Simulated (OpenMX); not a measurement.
Ti under changes of volume

One of the cells (17.636 Å³/atom); the others are scaled copies at fixed shape and fractional positions:

```
CELL_PARAMETERS angstrom
2.95000 0.00000 0.00000
-1.47500 2.55477 0.00000
0.00000 0.00000 4.68000
ATOMIC_POSITIONS crystal
Ti 0.66667 0.33333 0.75000
Ti 0.33333 0.66667 0.25000
```

- Program: OpenMX 3.8.5
- Functional: LDA
- Potentials or basis: OpenMX 2013 LDA set, Ti7.0-s3p2d2, fixed grid of 30 × 30 × 56 points
- k mesh: 11 × 11 × 7
- Occupations: fermi-dirac, width 0.05 eV
- Spin: no spin polarisation

```tsv
volume (Å³/atom)	energy over the lowest point (meV/atom)	largest force (eV/Å)
16.577	0.00	0.029
16.930	11.89	0.028
17.283	?	?
17.636	51.03	0.024
17.988	77.44	0.023
18.341	107.71	0.022
18.694	141.39	0.020
```

Question: What does the run at 17.283 Å³/atom give?

Answer: Energy over the lowest point 29.09 meV/atom; largest force 0.026 eV/Å.

Worked out: A Birch-Murnaghan fit of order 3 (a polynomial in V^(-2/3)) to the other rows has its minimum at 16.09 Å³/atom, just outside them, with B0 = V·E''(V) = 145 GPa and B' = 4.0 at fixed shape and positions, which overstates the stiffness. It gives 29.05 meV/atom at 17.283 Å³/atom, against the run's 29.09.

Energies are extrapolated to zero smearing.

Caveats: the basis of atomic orbitals isn't converged, which shifts pressures, moduli and gaps.
